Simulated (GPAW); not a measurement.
## LiCl (Fm-3m): G0W0 on several meshes in GPAW

Aim: the GW shift of LiCl (Fm-3m) against the k mesh.

Method: LDA and many-body steps on it, plane waves, in GPAW 26.7.0.

The database entry behind the starting cell differs from later determinations by our own check (0.1 to 0.3 % short, probably kX units), so it need not match the best structure at ambient conditions.

### Step 1. Starting point

It takes space group Fm-3m (No. 225, cubic). The conventional cell has a = 5.130 Å, b = 5.130 Å, c = 5.130 Å, α = 90.00°, β = 90.00°, γ = 90.00°. Li has 6 Cl at 2.56 Å nearest. Nearest to Cl lie 6 Li at 2.56 Å. Farther neighbours and most contacts between anions are not listed.

Structure file:

```xyz
2
Lattice="0.0000 2.5648 2.5648 2.5648 0.0000 2.5648 2.5648 2.5648 0.0000" Properties=species:S:1:pos:R:3 pbc="T T T"
Li    0.0000    0.0000    0.0000
Cl    2.5648    2.5648    2.5648
```

The cell and positions come from the Crystallography Open Database and are kept as given unless a step says otherwise.

### Step 2. Empty states on the mesh, 6×6×6 mesh, 312 bands

This step: GPAW 26.7.0; DFT, LDA, plane waves, PAW.

The sums over transitions need many empty states on a uniform mesh; this step solves for them.

File run.py:

```python
import json
import numpy as np
from gpaw.mpi import world
from gpaw import GPAW

calc = GPAW('gs.gpw').fixed_density(kpts={'size': (6, 6, 6), 'gamma': True},
    parallel={'domain': 1, 'band': 1},
    txt='nscf.txt')
calc.diagonalize_full_hamiltonian(nbands=312)
calc.write('full.gpw', mode='all')
res = {}
kpts = calc.get_ibz_k_points()
res['kpts'] = kpts
res['eigenvalues'] = [calc.get_eigenvalues(kpt=k) for k in range(len(kpts))]
res['n_electrons'] = calc.get_number_of_electrons()

if world.rank == 0:
    with open('result.json', 'w') as f:
        json.dump(res, f, default=lambda x: x.tolist())
```

The run is started by

```console
$ mpirun -n 4 gpaw python run.py
```

Numbers of over 12 decimals in the logs are rounded to 6 here.

The program printed:

```text
Diagonalizing LCAO Hamiltonian
Converting LCAO to pw mode
convergence criteria:
- Maximum integral of absolute [eigenst]ate change: 4e-08 eV^2 / valence electron
maximum number of iterations: 100

SCF iterations
|iter     |     time |      energy | eigst |  dens |
|iter:   1|  |             | +1.26 |       |
|iter:   2|  |             | -0.12 |       |
|iter:   3|  |             | +0.03 |       |
[...]
|iter:   9|  |             | -6.16 |       |
|iter:  10|  |             | -6.87 |       |
|iter:  11|  |             | -7.56c|       |
SCF steps: 11
  __  _  _
 | _ |_)|_||  |
 |__||  | ||/\| - 26.7.0

Input parameters:
  mode=PW(ecut=600.0),
  convergence={'density': 1e-06, 'bands': -3},
  gpts=array([21, 21, 21]),
  kpts=MonkhorstPack(size=(6, 6, 6), gamma=True),
  maxiter=100,
  nbands=11,
  occupations=Occupations(name='fermi-dirac', width=0.001, fixmagmom=False),
  parallel={'domain': 1, 'band': 1},
  xc=XC(name='LDA')
Matrix size: 1139x1139
# Writing to full.gpw (mode='all')
  [... matrices ...]

timing:  # [seconds]
  Total: 7.849  # ━━━━━━━━━━━━━━━━━━━━━━━━━━━━━━━━━━━━━━━━━━━━━━━━━━━━━━━━━━━
```

Wall time 12 s (4 MPI ranks of Arm Neoverse V1, shared host); peak memory 1.2 GiB.

Numbers from this step:

```yaml
gap: 5.986 eV
k_of_the_valence_top: 0, 0, 0
k_of_the_conduction_bottom: 0, 0, 0
least_direct_gap: 5.986 eV
k_points_computed: 16
lowest_point_of_the_top_converged_band_above_the_valence_top: 239.9887 eV
```

On this mesh the gap is 5.986 eV.

### Step 3. 6×6×6

G0W0 replaces the xc potential by the self-energy, built once from these orbitals. Only a window of levels is corrected, while the sums run over the empty bands that the input names.

This step: G0W0 on LDA, plane waves, PAW.

File run.py:

```python
import json
import numpy as np
from gpaw.mpi import world
from gpaw.response.g0w0 import G0W0

gw = G0W0('full.gpw',
    filename='gw',
    kpts=[0],
    bands=(2, 6),
    ecut=150,
    nbands=140,
    integrate_gamma='WS',
    ppa=True)
gw.calculate()
res = {mode: {k: v for k, v in r.items() if k != 'sigma_eskwn'}
       for mode, r in gw.all_results.items()}

if world.rank == 0:
    with open('result.json', 'w') as f:
        json.dump(res, f, default=lambda x: x.tolist())
```

The run is started by

```console
$ mpirun -n 4 gpaw python run.py
```

The program printed:

```text
Using integrator: PointIntegrator
FrequencyGridDescriptor(from 0.000+0.000j to 0.000+27.211j eV, 2 points)
Nonperiodic BCs:  [False False False]
Using integrator: PointIntegrator
FrequencyGridDescriptor(from 0.000+0.000j to 0.000+27.211j eV, 2 points)
Nonperiodic BCs:  [False False False]
  ___  _ _ _
 |   || | | |
 | | || | | |
 |__ ||_____|
 |___|

BZ k-points: Symmetries present (total): 48

  [... matrices ...]
216 k-points: 6 x 6 x 6 Monkhorst-Pack grid + [1/12,1/12,1/12]
16 k-points in the irreducible part of the Brillouin zone
       k-points in crystal coordinates                weights
   0:     0.00000000    0.00000000    0.00000000          1/216
   1:     0.16666667    0.16666667    0.00000000          6/216
   2:     0.16666667    0.16666667    0.16666667          8/216
   3:     0.33333333    0.16666667    0.16666667         12/216
   4:     0.33333333    0.33333333   -0.33333333         12/216
   5:     0.33333333    0.33333333    0.00000000          6/216
   6:     0.33333333    0.33333333    0.16666667         24/216
   7:     0.33333333    0.33333333    0.33333333          8/216
   8:     0.50000000    0.33333333   -0.33333333         24/216
   9:     0.50000000    0.33333333   -0.16666667         12/216
          ...
  15:     0.50000000    0.50000000    0.50000000          4/216

Distributing spins, k-points and bands (1 x 1 x 4) over 4 processes
Number of blocks: 1

Quasi particle states:
k-points (IBZ indices): [0]
Band range: (2, 6)
  [... matrices ...]
Computational parameters:
Plane wave cut-off: 150 eV
Number of bands: 140
Coulomb cutoff: None
Broadening: 0.1 eV

fxc modes: GW
Kernel: RPA
Using Godby-Needs plasmon-pole approximation:
  Fitting energy: i*E0, E0 = 1.000 Hartree
Summing all q:

Calculating screened Coulomb potential
No Coulomb truncation
FrequencyGridDescriptor(from 0.000+0.000j to 0.000+27.211j eV, 2 points)
Removing empty qpoint cache files...

Calculating chi0 body with:
    Ground state adapter containing:
    Number of spins: 1
    Number of kpoints: 216
    Number of irreducible kpoints: 16
    Number of completely occupied states: 4
    Number of partially occupied states: 4
    Occupied states memory: 0.565247 M / cpu

    Linear response parametrization:
    q_c: [1.3877787807814457e-17, 1.3877787807814457e-17, 1.3877787807814457e-17]
    Number of frequency points: 2
    Planewave cutoff: 150.0
    Number of bands: 140
    Number of planewaves: 137
    Broadening (eta): 1e-06
    comm.size: 4
    kncomm.size: 4
    blockcomm.size: 1

    Memory estimate of potentially large arrays:
        chi0_wGG: 0.572784 M / cpu
Integrating chi0 body.

Symmetries of q_c:
    Direct symmetries (Uq -> q): 48
    Indirect symmetries (TUq -> q): 0
In total 48 allowed symmetries.

  [... matrices ...]
16 groups of equivalent kpoints. 92.592593% reduction.

Integral kind: response function
Integrating chi0 head and wings.

Symmetries of q_c:
    Direct symmetries (Uq -> q): 48
    Indirect symmetries (TUq -> q): 0
In total 48 allowed symmetries.

  [... matrices ...]
16 groups of equivalent kpoints. 92.592593% reduction.

Integral kind: response function wings

Calculating chi0 body with:
    Ground state adapter containing:
    Number of spins: 1
    Number of kpoints: 216
    Number of irreducible kpoints: 16
    Number of completely occupied states: 4
    Number of partially occupied states: 4
[... the further q-points ...]

Results:
f:      Occupation numbers
eps:     KS-eigenvalues [eV]
vxc:     KS vxc [eV]
exx:     Exact exchange [eV]
sigma:   Self-energies [eV]
dsigma:  Self-energy derivatives
Z:       Renormalization factors
qp:      QP-energies [eV]

k-point 0 (0): (0.000, 0.000, 0.000)                GW
band       f     eps     vxc     exx   sigma  dsigma       Z      qp
                                                                   GW
   2   1.000   0.540 -17.233 -21.238   2.026  -0.242   0.805  -1.054
   3   1.000   0.540 -17.233 -21.238   2.026  -0.242   0.805  -1.054
   4   0.000   6.526 -11.280  -6.445  -3.510  -0.181   0.847   7.648
   5   0.000  12.163 -10.136  -4.520  -3.860  -0.187   0.842  13.642
```

The job ended after 84 s (4 MPI ranks; peak memory 1 GiB).

Numbers from this step:

| Property | Result |
| --- | --- |
| G0W0 gap on the points computed | 8.702 eV |
| least direct G0W0 gap on the computed points | 8.702 eV |
| Z at the valence top | 0.8052 |
| Z at the conduction bottom | 0.8465 |
| starting gap on the mesh | 5.986 eV |
| k of the valence top | 0, 0, 0 |
| k of the conduction bottom | 0, 0, 0 |

The gap on the mesh goes from 5.99 eV to 8.70 eV, a correction of +2.72 eV.

### Step 4. Empty states on the mesh, 4×4×4 mesh, 150 bands

This step: DFT, LDA, plane waves, PAW.

File run.py:

```python
import json
import numpy as np
from gpaw.mpi import world
from gpaw import GPAW

calc = GPAW('gs.gpw').fixed_density(kpts={'size': (4, 4, 4), 'gamma': True},
    parallel={'domain': 1, 'band': 1},
    txt='nscf.txt')
calc.diagonalize_full_hamiltonian(nbands=150)
calc.write('full.gpw', mode='all')
res = {}
kpts = calc.get_ibz_k_points()
res['kpts'] = kpts
res['eigenvalues'] = [calc.get_eigenvalues(kpt=k) for k in range(len(kpts))]
res['n_electrons'] = calc.get_number_of_electrons()

if world.rank == 0:
    with open('result.json', 'w') as f:
        json.dump(res, f, default=lambda x: x.tolist())
```

The run is started by

```console
$ mpirun -n 4 gpaw python run.py
```

The program printed:

```text
Diagonalizing LCAO Hamiltonian
Converting LCAO to pw mode
convergence criteria:
- Maximum integral of absolute [eigenst]ate change: 4e-08 eV^2 / valence electron
maximum number of iterations: 100

SCF iterations
|iter     |     time |      energy | eigst |  dens |
|iter:   1|  |             | +1.25 |       |
|iter:   2|  |             | -0.12 |       |
|iter:   3|  |             | -0.38 |       |
[...]
|iter:  10|  |             | -6.35 |       |
|iter:  11|  |             | -7.04 |       |
|iter:  12|  |             | -7.56c|       |
SCF steps: 12
  __  _  _
 | _ |_)|_||  |
 |__||  | ||/\| - 26.7.0

Input parameters:
  mode=PW(ecut=600.0),
  convergence={'density': 1e-06, 'bands': -3},
  gpts=array([21, 21, 21]),
  kpts=MonkhorstPack(size=(4, 4, 4), gamma=True),
  maxiter=100,
  nbands=11,
  occupations=Occupations(name='fermi-dirac', width=0.001, fixmagmom=False),
  parallel={'domain': 1, 'band': 1},
  xc=XC(name='LDA')
Matrix size: 1139x1139
# Writing to full.gpw (mode='all')
  [... matrices ...]

timing:  # [seconds]
  Total: 3.522  # ━━━━━━━━━━━━━━━━━━━━━━━━━━━━━━━━━━━━━━━━━━━━━━━━━━━━━━━━━━━
```

Elapsed: 7.1 s, on 4 MPI ranks; peak memory 0.98 GiB.

This step gave:

| Property | Result |
| --- | --- |
| gap | 5.986 eV |
| k of the valence top | 0, 0, 0 |
| k of the conduction bottom | 0, 0, 0 |
| least direct gap | 5.986 eV |
| k points computed | 8 |
| lowest point of the top converged band, above the valence top | 143.5874 eV |

On this mesh the gap is 5.986 eV.

### Step 5. 4×4×4

This step: G0W0 on LDA, plane waves, PAW.

File run.py:

```python
import json
import numpy as np
from gpaw.mpi import world
from gpaw.response.g0w0 import G0W0

gw = G0W0('full.gpw',
    filename='gw',
    kpts=[0],
    bands=(2, 6),
    ecut=150,
    nbands=140,
    integrate_gamma='WS',
    ppa=True)
gw.calculate()
res = {mode: {k: v for k, v in r.items() if k != 'sigma_eskwn'}
       for mode, r in gw.all_results.items()}

if world.rank == 0:
    with open('result.json', 'w') as f:
        json.dump(res, f, default=lambda x: x.tolist())
```

The run is started by

```console
$ mpirun -n 4 gpaw python run.py
```

The program printed:

```text
Using integrator: PointIntegrator
FrequencyGridDescriptor(from 0.000+0.000j to 0.000+27.211j eV, 2 points)
Nonperiodic BCs:  [False False False]
Using integrator: PointIntegrator
FrequencyGridDescriptor(from 0.000+0.000j to 0.000+27.211j eV, 2 points)
Nonperiodic BCs:  [False False False]
  ___  _ _ _
 |   || | | |
 | | || | | |
 |__ ||_____|
 |___|

BZ k-points: Symmetries present (total): 48

  [... matrices ...]
64 k-points: 4 x 4 x 4 Monkhorst-Pack grid + [1/8,1/8,1/8]
8 k-points in the irreducible part of the Brillouin zone
       k-points in crystal coordinates                weights
   0:     0.00000000    0.00000000    0.00000000          1/64
   1:     0.25000000    0.25000000    0.00000000          6/64
   2:     0.25000000    0.25000000    0.25000000          8/64
[...]
6:     0.50000000    0.50000000    0.25000000         24/64
   7:     0.50000000    0.50000000    0.50000000          4/64

Distributing spins, k-points and bands (1 x 1 x 4) over 4 processes
Number of blocks: 1

Quasi particle states:
k-points (IBZ indices): [0]
Band range: (2, 6)
  [... matrices ...]
Computational parameters:
Plane wave cut-off: 150 eV
Number of bands: 140
Coulomb cutoff: None
Broadening: 0.1 eV

fxc modes: GW
Kernel: RPA
Using Godby-Needs plasmon-pole approximation:
  Fitting energy: i*E0, E0 = 1.000 Hartree
Summing all q:

Calculating screened Coulomb potential
No Coulomb truncation
FrequencyGridDescriptor(from 0.000+0.000j to 0.000+27.211j eV, 2 points)
Removing empty qpoint cache files...

Calculating chi0 body with:
    Ground state adapter containing:
    Number of spins: 1
    Number of kpoints: 64
    Number of irreducible kpoints: 8
    Number of completely occupied states: 4
    Number of partially occupied states: 4
    Occupied states memory: 0.565247 M / cpu

    Linear response parametrization:
    q_c: [0.0, 0.0, 0.0]
    Number of frequency points: 2
    Planewave cutoff: 150.0
    Number of bands: 140
    Number of planewaves: 137
    Broadening (eta): 1e-06
    comm.size: 4
    kncomm.size: 4
    blockcomm.size: 1

    Memory estimate of potentially large arrays:
        chi0_wGG: 0.572784 M / cpu
Integrating chi0 body.

Symmetries of q_c:
    Direct symmetries (Uq -> q): 48
    Indirect symmetries (TUq -> q): 0
In total 48 allowed symmetries.

  [... matrices ...]
8 groups of equivalent kpoints. 87.5% reduction.

Integral kind: response function
Integrating chi0 head and wings.

Symmetries of q_c:
    Direct symmetries (Uq -> q): 48
    Indirect symmetries (TUq -> q): 0
In total 48 allowed symmetries.

  [... matrices ...]
8 groups of equivalent kpoints. 87.5% reduction.

Integral kind: response function wings

Calculating chi0 body with:
    Ground state adapter containing:
    Number of spins: 1
    Number of kpoints: 64
    Number of irreducible kpoints: 8
    Number of completely occupied states: 4
    Number of partially occupied states: 4
    Occupied states memory: 0.565247 M / cpu

    Linear response parametrization:
[... the further q-points ...]

Results:
f:      Occupation numbers
eps:     KS-eigenvalues [eV]
vxc:     KS vxc [eV]
exx:     Exact exchange [eV]
sigma:   Self-energies [eV]
dsigma:  Self-energy derivatives
Z:       Renormalization factors
qp:      QP-energies [eV]

k-point 0 (0): (0.000, 0.000, 0.000)                GW
band       f     eps     vxc     exx   sigma  dsigma       Z      qp
                                                                   GW
   2   1.000   0.540 -17.233 -21.268   2.043  -0.242   0.805  -1.064
   3   1.000   0.540 -17.233 -21.268   2.043  -0.242   0.805  -1.064
   4   0.000   6.526 -11.280  -6.407  -3.540  -0.182   0.846   7.654
   5   0.000  12.163 -10.136  -4.512  -3.870  -0.189   0.841  13.638
```

It took 20 s on 4 MPI ranks; peak memory 0.91 GiB; 81 s of CPU time.

Numbers from this step:

```yaml
g0w0_gap_on_the_points_computed: 8.718 eV
least_direct_g0w0_gap_on_the_computed_points: 8.718 eV
z_at_the_valence_top: 0.8053
z_at_the_conduction_bottom: 0.8458
starting_gap_on_the_mesh: 5.986 eV
k_of_the_valence_top: 0, 0, 0
k_of_the_conduction_bottom: 0, 0, 0
```

Against G0W0 in GPAW (6×6×6 mesh, 140 bands, screening to 150 eV, Godby-Needs plasmon pole), the gap moves by +0.016 eV.

### Step 6. The runs together

Times are wall times on 4 MPI ranks of Arm Neoverse V1, shared host, good to a factor of about two.

```csv
run,mesh,bands,screening cutoff (eV),DFT gap (eV),gap on the mesh (eV),direct (eV),time
6×6×6,6×6×6,140,150,5.986,8.702,8.702,84 s
4×4×4,4×4×4,140,150,5.986,8.718,8.718,20 s
```

### Step 7. Outcome

```json
{
  "6×6×6": "8.702 eV",
  "4×4×4": "8.718 eV",
  "known limits": "not at the basis limit; coarse k mesh"
}
```

In words: 4×4×4: +0.016 eV against 6×6×6. Bands and cutoff are finite, so the gap is not at the basis limit. The miss can reach some tenths of an eV and take either sign; the mesh is an error of its own. These stock PAW sets were not made for GW. In the G0W0 runs levels were corrected at 1 k point alone, so a gap called «on the mesh» is the least over those, and an edge elsewhere would be missed.

[Paths, hosts, dates, memory and timing lines, banners, echoed tables and standing remarks are left out of the program output.]

[Logs are printed without paths, hosts, clocks, repeated set-up lines and the standing remarks that a program may print on its own settings, such as how far it seeks lower states.]

[Runs of the session that timed out or met a known fault of the program may be left out.]

[Hosts, paths, dates, database ids (printed as entryN), source tags and the programs' standing remarks are cut or masked in the printed files.]
